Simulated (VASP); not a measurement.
**Input and output of a VASP PBE single-point calculation on AlN (strained rocksalt)**

INCAR

```
LWAVE = .FALSE.
LREAL = .FALSE.
PREC = Accurate
NELM = 120
LASPH = .TRUE.
ISIF = 2
IBRION = -1
NBANDS = 11
SIGMA = 0.02
ISMEAR = -1
LCHARG = .FALSE.
ENCUT = 520
NSW = 0
GGA = PE
EDIFF = 1E-7
```

KPOINTS

```
KPOINTS created by Atomic Simulation Environment
0
Gamma
10 10 10
0 0 0
```

KPOINTS_OPT

```
special points
7
Reciprocal
0.0000000000 0.0000000000 0.0000000000 1
0.5000000000 0.0000000000 0.5000000000 1
0.6250000000 0.2500000000 0.6250000000 1
0.3750000000 0.3750000000 0.7500000000 1
0.5000000000 0.5000000000 0.5000000000 1
0.5000000000 0.2500000000 0.7500000000 1
0.0000000000 0.5000000000 0.5000000000 1
```

POSCAR

```
Al N
 1.0000000000000000
     0.0000000000000000    2.0188684453999999    2.0794344988000000
     2.0188684453999999    0.0000000000000000    2.0794344988000000
     2.0188684453999999    2.0188684453999999    0.0000000000000000
 Al  N
   1   1
Cartesian
  0.0000000000000000  0.0000000000000000  0.0000000000000000
  2.0188684453999999  2.0188684453999999  2.0794344988000000
```

VASP ran with the recommended PBE PAW datasets (8 valence electrons in the cell).

Command

```
mpirun -np 1 vasp_std
```

From OUTCAR

```
k-points           NKPTS =    102   k-points in BZ     NKDIM =    102   number of bands    NBANDS=     11

   NELECT =       8.0000    total number of electrons

   dimension x,y,z NGX =    24 NGY =   24 NGZ =   24
   dimension x,y,z NGXF=    48 NGYF=   48 NGZF=   48

  energy-cutoff  :      520.00
  volume of cell :       16.95
      direct lattice vectors                 reciprocal lattice vectors
     0.000000000  2.018868445  2.079434499    -0.247663488  0.247663488  0.240449988
     2.018868445  0.000000000  2.079434499     0.247663488 -0.247663488  0.240449988
     2.018868445  2.018868445  0.000000000     0.247663488  0.247663488 -0.240449988

 k-points in reciprocal lattice and weights: KPOINTS created by Atomic Simulation Env
   0.00000000  0.00000000  0.00000000       0.001
   0.10000000  0.00000000  0.00000000       0.008
   0.20000000  0.00000000  0.00000000       0.008
   0.30000000  0.00000000  0.00000000       0.008
   0.40000000  0.00000000  0.00000000       0.008
   0.50000000 -0.00000000  0.00000000       0.004
   0.10000000  0.10000000  0.00000000       0.002
   0.20000000  0.10000000  0.00000000       0.008
   ...

 E-fermi :  10.2137

 k-point     1 :       0.0000    0.0000    0.0000
  band No.  band energies     occupation
      1      -7.6904      2.00000
      2       9.5640      2.00000
      3       9.5640      2.00000
      4       9.7689      2.00000
      5      14.9375      0.00000
      6      21.4698      0.00000
      7      21.8609      0.00000
      8      21.8609      0.00000
      9      26.7813      0.00000
     10      26.8056      0.00000
     11      27.2414      0.00000

 k-point     2 :       0.1000    0.0000    0.0000
  band No.  band energies     occupation
      1      -7.4902      2.00000
      2       8.6051      2.00000
      3       9.4624      2.00000
      4       9.5780      2.00000
      5      15.5829      0.00000
      6      20.8117      0.00000
      7      21.8697      0.00000
      8      22.1569      0.00000
      9      25.1866      0.00000
     10      25.9847      0.00000
     11      27.5497      0.00000

 k-point     3 :       0.2000    0.0000    0.0000
  band No.  band energies     occupation
      1      -6.9084      2.00000
      2       6.5003      2.00000
      3       9.2142      2.00000
      4       9.2512      2.00000
      5      16.2904      0.00000
      6      20.2431      0.00000
      7      21.8508      0.00000
      8      22.3955      0.00000
      9      24.8785      0.00000
     10      25.2306      0.00000
     11      26.8940      0.00000

 k-point     4 :       0.3000    0.0000    0.0000
  band No.  band energies     occupation
      1      -6.0189      2.00000
      2       4.2232      2.00000
      3       8.8962      2.00000
      4       8.9371      2.00000
      5      16.0968      0.00000
      6      20.9704      0.00000
      7      21.1461      0.00000
      8      21.6872      0.00000
      9      26.0159      0.00000
     10      26.5786      0.00000
     11      26.5913      0.00000

 k-point     5 :       0.4000    0.0000    0.0000
  band No.  band energies     occupation
      1      -5.0362      2.00000
      2       2.3184      2.00000
      3       8.6364      2.00000
      4       8.7323      2.00000
      5      15.7253      0.00000
      6      20.3852      0.00000
      7      21.0093      0.00000
      8      22.1338      0.00000
      9      25.5761      0.00000
     10      28.7189      0.00000
     11      28.7736      0.00000

 k-point     6 :       0.5000   -0.0000    0.0000
  band No.  band energies     occupation
      1      -4.5309      2.00000
      2       1.4928      2.00000
      3       8.5426      2.00000
      4       8.6580      2.00000
      5      15.5821      0.00000
      6      20.1571      0.00000
      7      20.7645      0.00000
      8      22.5380      0.00000
      9      25.4721      0.00000
     10      30.0183      0.00000
     11      30.0668      0.00000

 k-point     7 :       0.1000    0.1000    0.0000
  band No.  band energies     occupation
      1      -7.4353      2.00000
      2       8.7919      2.00000
      3       9.2404      2.00000
      4       9.2404      2.00000
      5      15.8733      0.00000
      6      20.1022      0.00000
      7      22.4391      0.00000
      8      22.4391      0.00000
      9      23.2927      0.00000
     10      28.0159      0.00000
     11      28.8617      0.00000

 k-point     8 :       0.2000    0.1000    0.0000
  band No.  band energies     occupation
      1      -6.9925      2.00000
      2       7.1876      2.00000
      3       8.9125      2.00000
      4       9.0282      2.00000
      5      16.7355      0.00000
      6      19.3686      0.00000
      7      21.4047      0.00000
      8      22.9367      0.00000
      9      23.4917      0.00000
     10      27.1275      0.00000
     11      28.5734      0.00000

 k-point     9 :       0.3000    0.1000    0.0000
  band No.  band energies     occupation
      1      -6.2122      2.00000
      2       5.0614      2.00000
      3       8.5996      2.00000
      4       8.6185      2.00000
      5      16.8767      0.00000
      6      20.0343      0.00000
      7      20.1339      0.00000
      8      22.6324      0.00000
      9      24.9409      0.00000
     10      27.6757      0.00000
     11      27.8333      0.00000

 k-point    10 :       0.4000    0.1000    0.0000
  band No.  band energies     occupation
      1      -5.2424      2.00000
      2       3.0561      2.00000
      3       8.1299      2.00000
      4       8.4556      2.00000
      5      16.5517      0.00000
      6      19.3879      0.00000
      7      21.4868      0.00000
      8      21.8416      0.00000
      9      26.4643      0.00000
     10      27.5511      0.00000
     11      29.3924      0.00000

 k-point    11 :       0.5000    0.1000    0.0000
  band No.  band energies     occupation
      1      -4.4955      2.00000
      2       1.7934      2.00000
      3       7.7940      2.00000
      4       8.4659      2.00000
      5      16.3671      0.00000
      6      19.1937      0.00000
      7      21.2677      0.00000
      8      22.4012      0.00000
      9      26.6910      0.00000
     10      28.8393      0.00000
     11      30.3024      0.00000

 k-point    12 :      -0.4000    0.1000    0.0000
  band No.  band energies     occupation
      1      -4.6390      2.00000
      2       2.0205      2.00000
      3       7.6835      2.00000
      4       8.6435      2.00000
      5      16.4162      0.00000
      6      19.5310      0.00000
      7      21.1292      0.00000
      8      22.1562      0.00000
      9      26.7478      0.00000
     10      28.6229      0.00000
     11      29.5865      0.00000

 k-point    13 :      -0.3000    0.1000    0.0000
  band No.  band energies     occupation
      1      -5.5137      2.00000
      2       3.5583      2.00000
      3       7.8411      2.00000
      4       8.9379      2.00000
      5      16.6854      0.00000
      6      20.2968      0.00000
      7      21.0242      0.00000
      8      21.4954      0.00000
      9      26.1729      0.00000
     10      27.0358      0.00000
     11      28.6451      0.00000

 k-point    14 :      -0.2000    0.1000    0.0000
  band No.  band energies     occupation
      1      -6.4562      2.00000
      2       5.6004      2.00000
      3       8.2793      2.00000
      4       9.2549      2.00000
      5      16.9220      0.00000
      6      19.7459      0.00000
      7      21.4569      0.00000
      8      22.3608      0.00000
      9      24.1529      0.00000
     10      26.9631      0.00000
     11      27.5535      0.00000

 k-point    15 :      -0.1000    0.1000    0.0000
  band No.  band energies     occupation
      1      -7.1519      2.00000
      2       7.4722      2.00000
      3       8.9813      2.00000
      4       9.4661      2.00000
      5      16.3193      0.00000
      6      19.9072      0.00000
      7      22.1518      0.00000
      8      22.5822      0.00000
      9      24.0542      0.00000
     10      25.9159      0.00000
     11      27.6627      0.00000

 k-point    16 :       0.2000    0.2000    0.0000
  band No.  band energies     occupation
      1      -6.6987      2.00000
      2       6.8868      2.00000
      3       8.5056      2.00000
      4       8.5056      2.00000
      5      17.2667      0.00000
      6      18.0738      0.00000
      7      20.4798      0.00000
      8      23.7805      0.00000
      9      23.7805      0.00000
     10      28.8884      0.00000
     11      30.6366      0.00000

 ...

  Total        0.1187260      0.1187260     -0.6141747      0.0000000      0.0000000     -0.0000000
  in kB       11.2218638     11.2218638    -58.0512069      0.0000000      0.0000000     -0.0000000
  external PRESSURE =     -11.8691597 kB  Pullay stress =       0.0000000 kB

 POSITION                                       TOTAL-FORCE (eV/Angst)
 -----------------------------------------------------------------------------------
      0.00000      0.00000      0.00000        -0.000000     -0.000000     -0.000000
      2.01887      2.01887      2.07943         0.000000      0.000000      0.000000
 -----------------------------------------------------------------------------------
    total drift:                               -0.000000     -0.000000      0.000000

  FREE ENERGIE OF THE ION-ELECTRON SYSTEM (eV)
  ---------------------------------------------------
  free  energy   TOTEN  =       -14.5381161051 eV

  energy  without entropy=      -14.5381161051  energy(sigma->0) =      -14.53811611
```

The gap between bands v and c is 4.15 eV and the least direct gap is 5.17 eV. The pressure is -1.2 GPa.

Band v is the last that the valence electrons fill when counted band by band, and c is the next.

The run took about 12 s on one core of a shared host (Intel Xeon Platinum 8488C) and held 0.14 GiB at most.
